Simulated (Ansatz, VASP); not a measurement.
## One calculation of BN, two programs

```
B N
1.0
     2.17379    0.00000    0.00000
     0.00000    2.45371    0.00000
     0.00000    0.00000    5.66932
B N
3 3
Direct
  0.50000 0.50000 0.17805
  0.50000 0.50000 0.82195
  0.00000 0.00000 0.50000
  0.50000 0.00000 0.32195
  0.00000 0.50000 0.00000
  0.50000 0.00000 0.67805
```

Alike in both runs: task relaxation of cell and atoms; functional PBE; k mesh 8 × 8 × 4; occupations gaussian, width 0.1 eV; no spin polarisation.

|  | VASP | Ansatz |
| --- | --- | --- |
| version | VASP 6.6.1 | Ansatz 0.2.0 |
| potentials or method | VASP PAW PBE potentials, release 64 (B, N) | scalar-relativistic, plane waves, PAW |
| plane-wave cutoff (eV) | 600 | 420 |
| valence electrons in the cell | 24 | 24 |

|  | VASP | Ansatz | Ansatz less VASP |
| --- | --- | --- | --- |
| gap on the k mesh at the Fermi level, each at its own relaxed structure (eV) | none | none | - |
| relaxed volume (Å³/atom) | 6.30 | 6.30 | 0.000 |
| relaxed cell length with the largest relative difference (Å) | 2.569 | 2.571 | +0.0011 |
| energy change over the relaxation (meV/atom) | -495 | -492 | +2.4 |

A gap of «none» marks a metal or a gap that the smearing closes.

Caveats: the k mesh is coarse (spacing up to 0.36 Å⁻¹), so the values aren't converged; the volume moved by over 15 % at a fixed basis, so the end points are rough (VASP).
